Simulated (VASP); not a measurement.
# TiC (Fm-3m) in VASP: notebook

The runs below take TiC through relaxation of cell and atoms, with PBE.

All numbers are computed with VASP 6.6.1; they aren't measurements. Logs are shortened: lines on timing, memory, paths and dates and some standing lists are left out, and cuts for length are marked.

## 1. The crystal as given

The structure is cubic, space group Fm-3m (No. 225). The conventional cell has a = 4.334 Å, b = 4.334 Å, c = 4.334 Å, α = 90.00°, β = 90.00°, γ = 90.00°. Ti (site symmetry m-3m) has 6 C at 2.17 Å as nearest neighbours. Around C (site symmetry m-3m) lie 6 Ti at 2.17 Å.

## 2. Relaxation of cell and atoms, PBE

INCAR reads:

```
PREC     = Accurate       # precision mode
ENCUT    = 600            # plane-wave cutoff, eV
EDIFF    = 1E-7           # SCF threshold, eV
ISMEAR   = 1              # smearing method
SIGMA    = 0.1            # smearing width, eV
LREAL    = False          # projectors in reciprocal space
LASPH    = True           # aspherical terms in the spheres
NELM     = 80             # most SCF steps
ALGO     = Normal         # electronic algorithm
ISIF     = 3              # what is computed and relaxed
LWAVE    = False          # write WAVECAR
LCHARG   = False          # write CHGCAR
GGA      = PE             # functional
IBRION   = 2              # ionic algorithm
NSW      = 90             # ionic steps
EDIFFG   = -0.005         # ionic threshold
```

KPOINTS reads:

```
regular mesh
0
Gamma
  14 14 14
```

POSCAR reads:

```
TiC                                     
1.0
   -0.0000000000      2.1667845968      2.1667845968
    2.1667845968     -0.0000000000      2.1667845968
    2.1667845968      2.1667845968      0.0000000000
  Ti              C             
     1     1
Direct
     0.0000000000000000    0.0000000000000000    0.0000000000000000
     0.5000000000000000    0.5000000000000000    0.5000000000000000
```

Potentials or basis: VASP PAW PBE potentials, release 64 (Ti_sv, C).

Started as:

```bash
$ cat potpaw_PBE.64/Ti_sv/POTCAR potpaw_PBE.64/C/POTCAR > POTCAR
$ mpirun -np 1 vasp_std > vasp.out
```

OUTCAR:

```text
PREC = Accurate
   ENCUT = 600
   EDIFF = 1E-7
   ISMEAR = 1
   LREAL = False
   LASPH = True
   NELM = 80
   ISIF = 3
   GGA = PE
   IBRION = 2
   NSW = 90
   EDIFFG = -0.005

 ion  position               nearest neighbor table
   1  0.000  0.000  0.000-   2 2.17   2 2.17   2 2.17   2 2.17   2 2.17   2 2.17
   2  0.500  0.500  0.500-   1 2.17   1 2.17   1 2.17   1 2.17   1 2.17   1 2.17

  LATTYP: Found a face centered cubic cell.
 ALAT       =     4.3335691936

  Lattice vectors:

 A1 = (   0.0000000000,   2.1667845968,   2.1667845968)
 A2 = (   2.1667845968,   0.0000000000,   2.1667845968)
 A3 = (   2.1667845968,   2.1667845968,   0.0000000000)

Analysis of symmetry for initial positions (statically):
=====================================================================
 Subroutine PRICEL returns:
 Original cell was already a primitive cell.

 Routine SETGRP: Setting up the symmetry group for a
 face centered cubic supercell.

 Subroutine GETGRP returns: Found 48 space group operations
 (whereof 48 operations were pure point group operations)
 out of a pool of 48 trial point group operations.

The static configuration has the point symmetry O_h .

Analysis of symmetry for dynamics (positions and initial velocities):
=====================================================================
 Subroutine PRICEL returns:
 Original cell was already a primitive cell.

 Routine SETGRP: Setting up the symmetry group for a
 face centered cubic supercell.

 Subroutine GETGRP returns: Found 48 space group operations
 (whereof 48 operations were pure point group operations)
 out of a pool of 48 trial point group operations.

The dynamic configuration has the point symmetry O_h .

 Subroutine INISYM returns: Found 48 space group operations
 (whereof 48 operations are pure point group operations),
 and found     1 'primitive' translations

----------------------------------------------------------------------------------------

                                     Primitive cell

  volume of cell :      20.3459

  direct lattice vectors                    reciprocal lattice vectors
     0.000000000  2.166784597  2.166784597    -0.230756671  0.230756671  0.230756671
     2.166784597  0.000000000  2.166784597     0.230756671 -0.230756671  0.230756671
     2.166784597  2.166784597  0.000000000     0.230756671  0.230756671 -0.230756671

  length of vectors
     3.064296164  3.064296164  3.064296164     0.399682278  0.399682278  0.399682278

  position of ions in fractional coordinates (direct lattice)
     0.000000000  0.000000000  0.000000000
     0.500000000  0.500000000  0.500000000

  ion indices of the primitive-cell ions
   primitive index   ion index
                 1           1
                 2           2

----------------------------------------------------------------------------------------

 KPOINTS: regular mesh

Automatic generation of k-mesh.
 Grid dimensions read from file:
 generate k-points for:   14   14   14

 Generating k-lattice:

  Cartesian coordinates                     Fractional coordinates (reciprocal lattice)
    -0.016482619  0.016482619  0.016482619     0.071428571  0.000000000  0.000000000
     0.016482619 -0.016482619  0.016482619     0.000000000  0.071428571  0.000000000
     0.016482619  0.016482619 -0.016482619     0.000000000  0.000000000  0.071428571

  Length of vectors
     0.028548734  0.028548734  0.028548734

  Shift w.r.t. Gamma in fractional coordinates (k-lattice)
     0.000000000  0.000000000  0.000000000

 Subroutine IBZKPT returns following result:
 ===========================================

 Found    104 irreducible k-points:

 Following reciprocal coordinates:
            Coordinates               Weight
  0.000000  0.000000  0.000000      1.000000
  0.071429  0.000000  0.000000      8.000000
  0.142857  0.000000  0.000000      8.000000
  0.214286  0.000000  0.000000      8.000000
  0.285714  0.000000  0.000000      8.000000
  0.357143  0.000000  0.000000      8.000000
[... 16 lines left out ...]
  0.214286  0.142857  0.000000     24.000000
  0.285714  0.142857  0.000000     24.000000
 [... further k-points ...]
   k-points           NKPTS =    104   k-points in BZ     NKDIM =    104   number of bands    NBANDS=     12
   number of dos      NEDOS =    301   number of ions     NIONS =      2
   total plane-waves  NPLWV =  13824
   dimension x,y,z NGX =    24 NGY =   24 NGZ =   24
   dimension x,y,z NGXF=    48 NGYF=   48 NGZF=   48
   ions per type =               1   1
   NGX,Y,Z   is equivalent  to a cutoff of  13.02, 13.02, 13.02 a.u.
   NGXF,Y,Z  is equivalent  to a cutoff of  26.04, 26.04, 26.04 a.u.
 SYSTEM =  unknown system
   PREC   = accura    normal or accurate (medium, high low for compatibility)
   ISTART =      0    job   : 0-new  1-cont  2-samecut
   ICHARG =      2    charge: 1-file 2-atom 10-const
   ISPIN  =      1    spin polarized calculation?
   LNONCOLLINEAR =      F non collinear calculations
   LSORBIT =      F    spin-orbit coupling
   LASPH  =      T    aspherical Exc in radial PAW
   ENCUT  =  600.0 eV  44.10 Ry    6.64 a.u.   6.12  6.12  6.12*2*pi/ulx,y,z
   NELM   =     80;   NELMIN=  2; NELMDL= -5     # of ELM steps
   EDIFF  = 0.1E-06   stopping-criterion for ELM
   LREAL  =      F    real-space projection
   EDIFFG = -.5E-02   stopping-criterion for IOM
   NSW    =     90    number of steps for IOM
   IBRION =      2    ionic relax: 0-MD 1-quasi-New 2-CG
   NFREE  =      1    steps in history (QN), initial steepest desc. (CG)
   ISIF   =      3    stress and relaxation
   ISYM   =      2    0-nonsym 1-usesym 2-fastsym
   POTIM  = 0.5000    time-step for ionic-motion
   TEBEG  =    0.0;   TEEND  =   0.0 temperature during run
   PSTRESS=    0.0 pullay stress
   NELECT =      16.0000    total number of electrons
   NUPDOWN=      -1.0000    fix difference up-down
   EMIN   =  10.00;   EMAX   =-10.00  energy-range for DOS
   EFERMI =   0.00;   METHOD = LEGACY
   ISMEAR =     1;   SIGMA  =   0.10  broadening in eV -4-tet -1-fermi 0-gaus
   EFERMI_NEDOS =   21; number of points for ismear=-14 and -15
   IALGO  =     38    algorithm
   IMIX   =      4    mixing-type and parameters
     AMIX     =   0.40;   BMIX     =  1.00
     AMIX_MAG =   1.60;   BMIX_MAG =  1.00
  volume/ion in A,a.u.               =      10.17        68.65
  Fermi-wavevector in a.u.,A,eV,Ry     =   1.511086  2.855538 31.067270  2.283380
  Thomas-Fermi vector in A             =   2.621190
   LORBIT       =      0    0 simple, 1 ext, 2 COOP (PROOUT), +10 PAW based schemes
   GGA     = PE    functional components
   LHFCALC =     F    Hartree Fock is set to
   AEXX    =    0.0000 exact exchange contribution
   IVDW    =     0    specifies the selected vdW correction
   LEPSILON=     F    determine dielectric tensor
   LRPA    =     F    only Hartree local field effects (RPA)
 conjugate gradient relaxation of ions
 non-spin polarized calculation
 Methfessel and Paxton  Order N= 1 SIGMA  =   0.10
  energy-cutoff  :      600.00
  volume of cell :       20.35
 maximum number of plane-waves:       700
   NGX = 13   NGY = 13   NGZ = 13

 number of electron      16.0000000 magnetization

 Free energy of the ion-electron system (eV)
  ---------------------------------------------------
  ext. energy  EPLUGINS =         0.00000000
  ---------------------------------------------------
  free energy    TOTEN  =       -18.70969295 eV

  energy without entropy =      -18.70981125  energy(sigma->0) =      -18.70973239

 E-fermi :   9.3939     XC(G=0): -12.6898

 val. band max:        9.3589189407   @ k =   0.5000   0.5000   0.0000
 cond. band min:       9.3993415781   @ k =   0.3571   0.2857   0.0000
 fundamental gap:      0.0404226374
 Fermi energy:         9.3939113816

 k-point     1 :       0.0000    0.0000    0.0000
  band No.  band energies     occupation
      1     -47.1985      2.00000
      2     -23.2239      2.00000
      3     -23.2239      2.00000
      4     -23.2239      2.00000
      5      -2.9938      2.00000
      6      10.0878     -0.00000
      7      10.0878     -0.00000
      8      10.0878     -0.00000
      9      11.0713     -0.00000
     10      11.0713     -0.00000
     11      11.0713     -0.00000
     12      11.1043     -0.00000

 k-point     2 :       0.0714    0.0000    0.0000
  band No.  band energies     occupation
      1     -47.1950      2.00000
      2     -23.2492      2.00000
      3     -23.2263      2.00000
      4     -23.2263      2.00000
      5      -2.8791      2.00000
      6       9.5349     -0.06281
      7       9.7861     -0.00000
      8       9.7861     -0.00000
      9      10.4034     -0.00000
     10      10.4034     -0.00000
     11      11.3586     -0.00000
     12      12.2413      0.00000

 k-point     3 :       0.1429    0.0000    0.0000
  band No.  band energies     occupation
      1     -47.1850      2.00000
      2     -23.3196      2.00000
      3     -23.2329      2.00000
      4     -23.2329      2.00000
      5      -2.5430      2.00000
      6       8.4843      2.00000
      7       8.8862      2.00000
      8       8.8862      2.00000
      9      10.5705     -0.00000
     10      10.5705     -0.00000
     11      11.7215      0.00000
     12      13.4564      0.00000
[... 286 lines left out ...]
 k-point    23 :       0.2143    0.1429    0.0000
  band No.  band energies     occupation
      1     -47.1697      2.00000
      2     -23.3765      2.00000
      3     -23.2703      2.00000
      4     -23.2649      2.00000
      5      -2.0618      2.00000
      6       6.9716      2.00000
      7       8.5956      2.00000
      8       8.9078      2.00000
      9       9.8041     -0.00000
     10      11.3758     -0.00000
     11      12.5977      0.00000
     12      13.0051      0.00000

 k-point    24 :       0.2857    0.1429    0.0000
  band No.  band energies     occupation
      1     -47.1556      2.00000
      2     -23.4664      2.00000
      3     -23.2839      2.00000
      4     -23.2756      2.00000
      5      -1.5487      2.00000
      6       6.2372      2.00000
      7       7.7573      2.00000
      8       8.2903      2.00000
      9      10.2166     -0.00000
     10      11.6831      0.00000
     11      12.7906      0.00000
     12      13.9016      0.00000

 [... further k-points ...]

------------------------ aborting loop because EDIFF is reached ----------------------------------------

  FORCE on cell =-STRESS in cart. coord.  units (eV):
  Direction    XX          YY          ZZ          XY          YZ          ZX
  --------------------------------------------------------------------------------------
  -------------------------------------------------------------------------------------
  Total       -0.0001277     -0.0001277     -0.0001277     -0.0000000      0.0000000     -0.0000000
  in kB       -0.0100585     -0.0100585     -0.0100585     -0.0000000      0.0000000     -0.0000000
  external PRESSURE =      -0.0100585 kB  Pullay stress =       0.0000000 kB

 VOLUME and BASIS-vectors are now :
 -----------------------------------------------------------------------------
  energy-cutoff  :      600.00
  volume of cell :       20.35
      direct lattice vectors                 reciprocal lattice vectors
     0.000000000  2.166784597  2.166784597    -0.230756671  0.230756671  0.230756671
     2.166784597  0.000000000  2.166784597     0.230756671 -0.230756671  0.230756671
     2.166784597  2.166784597  0.000000000     0.230756671  0.230756671 -0.230756671

 POSITION                                       TOTAL-FORCE (eV/Angst)
 -----------------------------------------------------------------------------------
      0.00000      0.00000      0.00000         0.000000      0.000000     -0.000000
      2.16678      2.16678      2.16678         0.000000      0.000000      0.000000
 -----------------------------------------------------------------------------------
    total drift:                                0.000000     -0.000000     -0.000000

  FREE ENERGIE OF THE ION-ELECTRON SYSTEM (eV)
  ---------------------------------------------------
  free  energy   TOTEN  =       -18.7096929522 eV

  energy  without entropy=      -18.7098112544  energy(sigma->0) =      -18.70973239

 reached required accuracy - stopping structural energy minimisation
```

Run time: 21 s. Hardware: 1 thread of Intel Xeon Platinum 8259CL at 2.50GHz (Skylake/Cascade Lake), shared host; peak memory 0.17 GiB.

What came out:

| Property | Result |
| --- | --- |
| Free energy | -18.7097 eV |
| Pressure after relaxing | 0.0 GPa |
| Band gap on the k mesh | none (metal or under the smearing width) |

Final structure:
```
Ti C
1.0
     0.00000    2.16678    2.16678
     2.16678    0.00000    2.16678
     2.16678    2.16678    0.00000
Ti C
1 1
Cartesian
  0.0000 0.0000 0.0000
  2.1668 2.1668 2.1668
```

Caveat: the relaxation stopped at its first step, so nothing moved.

## 3. Relaxation of cell and atoms, PBE

This run uses another cell than the first one, of 10.07 Å³/atom, 0.990 times its volume.

INCAR reads:

```
PREC = Accurate
ENCUT = 600
EDIFF = 1E-6
ISMEAR = 1
SIGMA = 0.1
LREAL = False
LASPH = True
NELM = 80
ALGO = Normal
ISIF = 3
LWAVE = False
LCHARG = False
GGA = PE
IBRION = 2
NSW = 90
EDIFFG = -0.01
KPAR = 2
```

KPOINTS is that of step 2.

POSCAR reads:

```
TiC
1.0
    0.0000000000      2.1593000000      2.1593000000
    2.1593000000      0.0000000000      2.1593000000
    2.1593000000      2.1593000000      0.0000000000
Ti C
1 1
Direct
    0.0000000000      0.0000000000      0.0000000000
    0.5000000000      0.5000000000      0.5000000000
```

Potentials or basis: VASP PAW PBE potentials, release 64 (Ti_sv, C).

Started as:

```bash
$ cat potpaw_PBE.64/Ti_sv/POTCAR potpaw_PBE.64/C/POTCAR > POTCAR
$ mpirun -np 2 vasp_std > vasp.out
```

It took 40 s on 2 MPI ranks of Intel Xeon Platinum 8259CL at 2.50GHz (Skylake/Cascade Lake), shared host; peak memory 0.15 GiB.

The run converged. Its results:

- Free energy: -18.7094 eV
- Relaxed volume: 10.17 Å³/atom
- Relaxed cell: a = 3.064 Å, b = 3.064 Å, c = 3.064 Å, α = 60.00°, β = 60.00°, γ = 60.00°
- Space group after relaxing (to 0.05 Å): Fm-3m (No. 225)
- Energy gained by relaxing: 0.9 meV/atom
- Ionic steps: 3
- Pressure after relaxing: 0.0 GPa
- Band gap on the k mesh: none (metal or under the smearing width)

Step by step:
| step | energy change (eV) | largest force (eV/Å) | pressure (GPa) | volume (Å³) |
| --- | --- | --- | --- | --- |
| 1 | 0.0000 | 0.0000 | 2.62 | 20.14 |
| 2 | 0.0011 | 0.0000 | -3.22 | 20.62 |
| 3 | -0.0017 | 0.0000 | -0.03 | 20.35 |

Final structure:
```
Ti C
1.0
     0.00000    2.16678    2.16678
     2.16678    0.00000    2.16678
     2.16678    2.16678    0.00000
Ti C
1 1
Direct
  0.00000 0.00000 0.00000
  0.50000 0.50000 0.50000
```

Levels at points of the mesh, in eV from the Fermi level:
```
           k point  band 4  band 5  band 6  band 7  band 8  band 9  band 10  band 11  band 12
(0.00, 0.00, 0.00)  -32.62  -12.39    0.69    0.69    0.69    1.68     1.68     1.68     1.71
(0.50, 0.00, 0.00)  -32.67   -8.92   -5.83   -2.89   -2.89    2.91     2.91     4.09     8.14
(0.50, 0.50, 0.00)  -32.78  -10.11   -3.43   -1.61   -0.03   -0.03     2.70     3.51     3.51
```

PBE usually gives volumes a little too large and moduli too small. Zero-point motion and thermal expansion aren't in these numbers.

## 4. Relaxation of cell and atoms, PBE

INCAR, as its differences from that of step 3:

```diff
@@ -2,3 +2,3 @@
 ENCUT = 600
-EDIFF = 1E-6
+EDIFF = 1E-7
 ISMEAR = 1
@@ -15,3 +15,3 @@
 NSW = 90
-EDIFFG = -0.01
+EDIFFG = -0.005
 KPAR = 2
```

KPOINTS is that of step 3.

POSCAR reads:

```
TiC                                     
1.0
    0.0000000000      2.1667845985      2.1667845985
    2.1667845985      0.0000000000      2.1667845985
    2.1667845985      2.1667845985      0.0000000000
  Ti              C             
     1     1
Direct
     0.0000000000000000    0.0000000000000000    0.0000000000000000
     0.5000000000000000    0.5000000000000000    0.5000000000000000
```

Started as:

```bash
$ cat potpaw_PBE.64/Ti_sv/POTCAR potpaw_PBE.64/C/POTCAR > POTCAR
$ mpirun -np 2 vasp_std > vasp.out
```

Run time: 18 s. Hardware: 2 MPI ranks of Intel Xeon Platinum 8259CL at 2.50GHz (Skylake/Cascade Lake), shared host; peak memory 0.15 GiB.

The run converged. Its results:

* Free energy: -18.7097 eV
* Pressure after relaxing: 0.0 GPa
* Band gap on the k mesh: none (metal or under the smearing width)

Final structure:
```
Ti C
1.0
     0.00000    2.16678    2.16678
     2.16678    0.00000    2.16678
     2.16678    2.16678    0.00000
Ti C
1 1
Cartesian
  0.0000 0.0000 0.0000
  2.1668 2.1668 2.1668
```

Levels at points of the mesh, in eV from the Fermi level:
| k point | band 4 | band 5 | band 6 | band 7 | band 8 | band 9 | band 10 | band 11 | band 12 |
| --- | --- | --- | --- | --- | --- | --- | --- | --- | --- |
| (0.00, 0.00, 0.00) | -32.62 | -12.39 | 0.69 | 0.69 | 0.69 | 1.68 | 1.68 | 1.68 | 1.71 |
| (0.50, 0.00, 0.00) | -32.67 | -8.92 | -5.83 | -2.89 | -2.89 | 2.91 | 2.91 | 4.09 | 8.14 |
| (0.50, 0.50, 0.00) | -32.78 | -10.11 | -3.43 | -1.61 | -0.04 | -0.04 | 2.70 | 3.51 | 3.51 |

Caveat: the relaxation stopped at its first step, so nothing moved.
